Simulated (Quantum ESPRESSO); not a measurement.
# GaN (F-43m) in Quantum ESPRESSO: notebook

The runs below take GaN through phonons, with LDA.

Program: Quantum ESPRESSO 7.5. These are calculated values, not measurements. Logs are shortened: lines on timing, memory, paths and dates and some standing lists are left out, and cuts for length are marked.

**1. The crystal as given**

The structure is cubic, space group F-43m (No. 216). The conventional cell has a = 4.507 Å, b = 4.507 Å, c = 4.507 Å, α = 90.00°, β = 90.00°, γ = 90.00°. Around Ga (site symmetry -43m) lie 4 N at 1.95 Å. N (site symmetry -43m) has 4 Ga at 1.95 Å as nearest neighbours.

The cell is a database's computed one.

**2. Phonons, LDA**

pw.in reads:

```
&CONTROL
  calculation = 'scf'
  prefix = 'pwscf'
  outdir = './tmp'
  pseudo_dir = './pseudo'
  tprnfor = .true.
  tstress = .true.
  disk_io = 'low'
/
&SYSTEM
  ibrav = 0
  A = 3.18693112
  nat = 2
  ntyp = 2
  ecutwfc = 56
  ecutrho = 448
  nbnd = 19
  occupations = 'smearing'
  smearing = 'fd'
  degauss = 0.00367493
/
&ELECTRONS
  conv_thr = 4d-10
  electron_maxstep = 120
  mixing_beta = 0.5
/
ATOMIC_SPECIES
Ga    69.7230 ga_lda_v1.4.uspp.F.UPF
N     14.0070 n_lda_v1.2.uspp.F.UPF
CELL_PARAMETERS alat
   0.0000000000    0.7071067816    0.7071067816
   0.7071067816    0.0000000000    0.7071067816
   0.7071067816    0.7071067816    0.0000000000
ATOMIC_POSITIONS alat
Ga     0.0000000000    0.0000000000    0.0000000000
N      0.3535533908    0.3535533908    0.3535533908
K_POINTS automatic
6 6 6 1 1 1
```

relax.in reads:

```
&CONTROL
  calculation = 'vc-relax'
  prefix = 'pwscf'
  outdir = './tmp'
  pseudo_dir = './pseudo'
  tprnfor = .true.
  tstress = .true.
  disk_io = 'low'
  nstep = 40
  forc_conv_thr = 0.0001
  etot_conv_thr = 1d-06
/
&SYSTEM
  ibrav = 0
  A = 3.18693112
  nat = 2
  ntyp = 2
  ecutwfc = 56
  ecutrho = 448
  nbnd = 19
  occupations = 'smearing'
  smearing = 'fd'
  degauss = 0.00367493
/
&ELECTRONS
  conv_thr = 4d-10
  electron_maxstep = 120
  mixing_beta = 0.5
/
&IONS
  ion_dynamics = 'bfgs'
/
&CELL
  cell_dynamics = 'bfgs'
  press = 0
  press_conv_thr = 0.2
/
ATOMIC_SPECIES
Ga    69.7230 ga_lda_v1.4.uspp.F.UPF
N     14.0070 n_lda_v1.2.uspp.F.UPF
CELL_PARAMETERS alat
   0.0000000000    0.7071067816    0.7071067816
   0.7071067816    0.0000000000    0.7071067816
   0.7071067816    0.7071067816    0.0000000000
ATOMIC_POSITIONS alat
Ga     0.0000000000    0.0000000000    0.0000000000
N      0.3535533908    0.3535533908    0.3535533908
K_POINTS automatic
6 6 6 1 1 1
```

scf2.in reads:

```
&CONTROL
  calculation = 'scf'
  prefix = 'pwscf'
  outdir = './tmp'
  pseudo_dir = './pseudo'
  tprnfor = .true.
  tstress = .true.
  disk_io = 'low'
/
&SYSTEM
  ibrav = 0
  A = 3.15464663
  nat = 2
  ntyp = 2
  ecutwfc = 56
  ecutrho = 448
  nbnd = 19
  occupations = 'fixed'
/
&ELECTRONS
  conv_thr = 1d-13
  electron_maxstep = 120
  mixing_beta = 0.5
  startingpot = 'file'
  startingwfc = 'file'
/
ATOMIC_SPECIES
Ga    69.7230 ga_lda_v1.4.uspp.F.UPF
N     14.0070 n_lda_v1.2.uspp.F.UPF
CELL_PARAMETERS alat
   0.0000000000    0.7071067816    0.7071067816
   0.7071067816    0.0000000000    0.7071067816
   0.7071067816    0.7071067816    0.0000000000
ATOMIC_POSITIONS alat
Ga     0.0000000000    0.0000000000    0.0000000000
N      0.3535533908    0.3535533908    0.3535533908
K_POINTS automatic
6 6 6 1 1 1
```

ph.in reads:

```
phonons of GaN
&INPUTPH
  prefix = 'pwscf'
  outdir = './tmp'
  tr2_ph = 1d-18
  fildyn = 'dyn'
  niter_ph = 90
  alpha_mix(1) = 0.7
  epsil = .true.
/
0.0000000000 0.0000000000 0.0000000000
```

dynmat.in reads:

```
&INPUT
  fildyn = 'dyn'
  asr = 'crystal'
  lperm = .true.
  filout = 'dynmat.disp'
  fileig = 'dynmat.eig'
/
```

dynmat_lo.in reads:

```
&INPUT
  fildyn = 'dyn'
  asr = 'crystal'
  filout = 'dynmat_lo.disp'
  fileig = 'dynmat_lo.eig'
  q(1) = 0
  q(2) = 0
  q(3) = 1
/
```

Potentials or basis: GBRV 1.5 LDA.

On the command line:

```sh
OMP_NUM_THREADS=1 pw.x -in pw.in > pw.out
OMP_NUM_THREADS=1 pw.x -in relax.in > relax.out
OMP_NUM_THREADS=1 pw.x -in scf2.in > scf2.out
OMP_NUM_THREADS=1 ph.x -in ph.in > ph.out
OMP_NUM_THREADS=1 dynmat.x -in dynmat.in > dynmat.out
OMP_NUM_THREADS=1 dynmat.x -in dynmat_lo.in > dynmat_lo.out
```

pw.out:

```text
This program is part of the open-source Quantum ESPRESSO suite
     for quantum simulation of materials; please cite
[... 9 lines left out ...]
     --------------------
     sticks:   dense  smooth     PW     G-vecs:    dense   smooth      PW
     Sum        1123     559    187                24693     8801    1639

     Using Slab Decomposition

     bravais-lattice index     =            0
     lattice parameter (alat)  =       6.0224  a.u.
     unit-cell volume          =     154.4542 (a.u.)^3
     number of atoms/cell      =            2
     number of atomic types    =            2
     number of electrons       =        24.00
     number of Kohn-Sham states=           19
     kinetic-energy cutoff     =      56.0000  Ry
     charge density cutoff     =     448.0000  Ry
     scf convergence threshold =      4.0E-10
     mixing beta               =       0.5000
     number of iterations used =            8  plain     mixing
     Exchange-correlation= SLA  PZ   NOGX NOGC
                           (   1   1   0   0   0   0   0)

     celldm(1)=   6.022427  celldm(2)=   0.000000  celldm(3)=   0.000000
     celldm(4)=   0.000000  celldm(5)=   0.000000  celldm(6)=   0.000000

     crystal axes: (cart. coord. in units of alat)
               a(1) = (   0.000000   0.707107   0.707107 )
               a(2) = (   0.707107   0.000000   0.707107 )
               a(3) = (   0.707107   0.707107   0.000000 )

     reciprocal axes: (cart. coord. in units 2 pi/alat)
               b(1) = ( -0.707107  0.707107  0.707107 )
               b(2) = (  0.707107 -0.707107  0.707107 )
               b(3) = (  0.707107  0.707107 -0.707107 )

     PseudoPot. # 1 for Ga read from file:
     ga_lda_v1.4.uspp.F.UPF
     Pseudo is Ultrasoft + core correction, Zval = 19.0
     Generated by new atomic code, or converted to UPF format
     Using radial grid of  871 points,  6 beta functions with:
                l(1) =   0
                l(2) =   0
                l(3) =   1
                l(4) =   1
                l(5) =   2
                l(6) =   2
     Q(r) pseudized with  8 coefficients,  rinner =    1.250   1.250   1.250
                                                       1.250   1.250

     PseudoPot. # 2 for N  read from file:
     n_lda_v1.2.uspp.F.UPF
     Pseudo is Ultrasoft + core correction, Zval =  5.0
     Generated by new atomic code, or converted to UPF format
     Using radial grid of  729 points,  4 beta functions with:
                l(1) =   0
                l(2) =   0
                l(3) =   1
                l(4) =   1
     Q(r) pseudized with  8 coefficients,  rinner =    0.900   0.900   0.900

     atomic species   valence    mass     pseudopotential
     Ga               19.00    69.72300     Ga( 1.00)
     N                 5.00    14.00700     N ( 1.00)

     24 Sym. Ops. (no inversion) found

   Cartesian axes

     site n.     atom                  positions (alat units)
         1        Ga     tau(   1) = (   0.0000000   0.0000000   0.0000000  )
         2        N      tau(   2) = (   0.3535534   0.3535534   0.3535534  )

     number of k points=    28  Fermi-Dirac smearing, width (Ry)=  0.0037
                       cart. coord. in units 2pi/alat
        k(    1) = (   0.0589256   0.0589256   0.0589256), wk =   0.0185185
        k(    2) = (   0.1767767   0.1767767  -0.0589256), wk =   0.0555556
        k(    3) = (   0.2946278   0.2946278  -0.1767767), wk =   0.0555556
        k(    4) = (  -0.2946278  -0.2946278   0.4124790), wk =   0.0555556
        k(    5) = (  -0.1767767  -0.1767767   0.2946278), wk =   0.0555556
        k(    6) = (  -0.0589256  -0.0589256   0.1767767), wk =   0.0555556
[... 20 lines left out ...]
        k(   27) = (   0.2946278   0.2946278   0.2946278), wk =   0.0185185
        k(   28) = (  -0.2946278  -0.2946278   0.8838835), wk =   0.0555556

     Dense  grid:    24693 G-vectors     FFT dimensions: (  45,  45,  45)

     Smooth grid:     8801 G-vectors     FFT dimensions: (  30,  30,  30)

     Check: negative core charge=   -0.000001

     Initial potential from superposition of free atoms

     starting charge      23.0000, renormalised to      24.0000
     Starting wfcs are   16 randomized atomic wfcs +    3 random wfcs

     Self-consistent Calculation

     iteration #  1     ecut=    56.00 Ry     beta= 0.50
     Davidson diagonalization with overlap
     ethr =  1.00E-02,  avg # of iterations =  5.8

     total energy              =    -432.53065808 Ry
     estimated scf accuracy    <       5.66920019 Ry

     iteration #  2     ecut=    56.00 Ry     beta= 0.50
     Davidson diagonalization with overlap
     ethr =  1.00E-02,  avg # of iterations =  2.0
[... 50 lines left out ...]
     total energy              =    -435.21592558 Ry
     estimated scf accuracy    <          4.4E-09 Ry

     iteration # 10     ecut=    56.00 Ry     beta= 0.50
     Davidson diagonalization with overlap
     ethr =  1.84E-11,  avg # of iterations =  2.0

     End of self-consistent calculation

          k = 0.0589 0.0589 0.0589 (  1091 PWs)   bands (ev):

   -81.8585 -81.8584 -81.8584  -5.2620  -3.0275  -3.0275  -3.0104  -2.7148
    -2.7148   9.6454  10.3914  10.3914  12.8559  20.2149  20.7043  20.7043
    27.8995  28.0365  28.0365

          k = 0.1768 0.1768-0.0589 (  1089 PWs)   bands (ev):

   -81.8589 -81.8586 -81.8585  -4.9139  -2.9898  -2.9809  -2.8184  -2.7279
    -2.6870   7.5779   9.5672  10.2189  14.3514  19.2346  20.8221  21.0762
    26.0101  26.6195  28.9296
[... 79 lines left out ...]
          k =-0.6482 0.0589 0.0589 (  1096 PWs)   bands (ev):

   -81.8598 -81.8591 -81.8590  -4.3124  -2.9425  -2.7500  -2.7433  -2.6419
    -0.9250   4.4033   7.4601   7.8348  14.0813  17.1658  21.8194  23.9962
    24.0164  32.4055  34.2999

          k =-0.5303 0.1768-0.0589 (  1086 PWs)   bands (ev):

   -81.8596 -81.8591 -81.8589  -4.3573  -2.9041  -2.8422  -2.7758  -2.6591
    -1.3052   4.9200   7.3758   8.1462  15.4370  17.8373  20.6027  22.9165
    24.2927  31.6936  32.7730

          k =-0.4125 0.0589 0.0589 (  1084 PWs)   bands (ev):

   -81.8593 -81.8588 -81.8588  -4.5067  -2.8953  -2.8595  -2.8436  -2.6644
    -2.1858   6.2185   8.5358   8.6653  15.1157  17.5375  21.0735  22.6068
    23.2339  31.7464  32.1747
[... 55 lines left out ...]
          k =-0.2946-0.2946 0.8839 (  1092 PWs)   bands (ev):

   -81.8597 -81.8589 -81.8587  -4.4011  -2.9418  -2.8965  -2.7128  -2.6818
    -1.1716   3.7817   7.9310   9.1591  16.3076  17.8584  20.5528  21.4566
    26.7536  29.0485  29.8047

     the Fermi energy is    11.4595 ev

!    total energy              =    -435.21592558 Ry
     estimated scf accuracy    <          6.8E-11 Ry
     smearing contrib. (-TS)   =      -0.00000000 Ry
     internal energy E=F+TS    =    -435.21592558 Ry

     The total energy is F=E-TS. E is the sum of the following terms:
     one-electron contribution =    -337.29205044 Ry
     hartree contribution      =     180.95782530 Ry
     xc contribution           =     -53.20070245 Ry
     ewald contribution        =    -225.68099800 Ry

     convergence has been achieved in  10 iterations

     Forces acting on atoms (cartesian axes, Ry/au):

     atom    1 type  1   force =     0.00000000    0.00000000   -0.00000000
     atom    2 type  2   force =    -0.00000000   -0.00000000    0.00000000

     Total force =     0.000000     Total SCF correction =     0.000000

     Computing stress (Cartesian axis) and pressure

          total   stress  (Ry/bohr**3)                   (kbar)     P=      -57.25
  -0.00038920   0.00000000   0.00000000          -57.25        0.00        0.00
  -0.00000000  -0.00038920   0.00000000           -0.00      -57.25        0.00
   0.00000000   0.00000000  -0.00038920            0.00        0.00      -57.25

=------------------------------------------------------------------------------=
   JOB DONE.
=------------------------------------------------------------------------------=
```

relax.out:

```text
This program is part of the open-source Quantum ESPRESSO suite
     for quantum simulation of materials; please cite
[... 9 lines left out ...]
     --------------------
     sticks:   dense  smooth     PW     G-vecs:    dense   smooth      PW
     Sum        1123     559    187                24693     8801    1639
[... 1590 lines left out ...]
  -0.00000008   0.00000000   0.00000000           -0.01        0.00        0.00
   0.00000000  -0.00000008   0.00000000            0.00       -0.01        0.00
   0.00000000   0.00000000  -0.00000008            0.00        0.00       -0.01

=------------------------------------------------------------------------------=
   JOB DONE.
=------------------------------------------------------------------------------=
```

Wall time 2.8 min (1 thread of Intel Xeon 6975P-C (Granite Rapids), shared host); peak memory 0.14 GiB.

Results:

```
Free energy                                             : -5921.4261 eV
Relaxed volume                                          : 11.10 Å³/atom
Relaxed cell                                            : a = 3.155 Å, b = 3.155 Å, c = 3.155 Å, α = 60.00°, β = 60.00°, γ = 60.00°
Space group after relaxing (to 0.05 Å)                  : F-43m (No. 216)
Pressure after relaxing                                 : 0.0 GPa
Electronic dielectric tensor (diagonal)                 : 5.75
Born charges (mean of the diagonal)                     : Ga +2.64; N -2.64 e
Highest phonon frequency at Γ, LO-TO splitting left out : 552 cm⁻¹
Static dielectric tensor (diagonal)                     : 10.09
```

Step by step:
```tsv
step	energy change (eV)	largest force (eV/Å)	pressure (GPa)	volume (Å³)
1	0.0000	0.0000	-5.73	22.89
2	-0.0126	0.0000	-0.23	22.23
3	-0.0126	0.0000	0.00	22.20
4	-0.0126	0.0000	0.00	22.20
```

Final structure:
```xyz
2
Lattice="0.0000 2.2307 2.2307 2.2307 0.0000 2.2307 2.2307 2.2307 0.0000" Properties=species:S:1:pos:R:3 pbc="T T T"
Ga    0.0000    0.0000    0.0000
N     1.1153    1.1153    1.1153
```

Levels at points of the mesh, in eV from the valence-band top:
| k point | band 9 | band 10 | band 11 | band 12 | band 13 | band 14 | band 15 | band 16 |
| --- | --- | --- | --- | --- | --- | --- | --- | --- |
| (0.08, 0.08, 0.08) | -13.11 | -0.73 | 0.00 | 0.00 | 2.64 | 10.02 | 10.51 | 10.51 |

Phonon frequencies in cm⁻¹ (negative: imaginary):
```csv
q point,frequencies
"(0.000, 0.000, 0.000)",-9 -9 -9 552 552 552
```

Electronic dielectric tensor:
```
5.75 0.00 0.00
0.00 5.75 0.00
0.00 0.00 5.75
```

Born effective charge tensors (e):
atom 1, Ga
```
2.64 0.00 0.00
0.00 2.64 0.00
0.00 0.00 2.64
```
atom 2, N
```
-2.64  0.00  0.00
 0.00 -2.64  0.00
 0.00  0.00 -2.64
```

Optical modes at Γ, degenerate ones joined, polar ones without the macroscopic field:
| cm⁻¹ | components | symmetry | active in | IR intensity, summed ((D/Å)²/amu) |
| --- | --- | --- | --- | --- |
| 552 | 3 | T2 | IR and Raman | 41.33 |

Zone-centre frequencies without and with the macroscopic field along z (cm⁻¹):
|  | optical modes in rising order |
| --- | --- |
| without | 552 552 552 |
| with the field | 552 552 731 |

Static dielectric tensor, electrons and zone-centre modes:
```
10.09  0.00  0.00
 0.00 10.09  0.00
 0.00  0.00 10.09
```

[end of part 1 of 5]
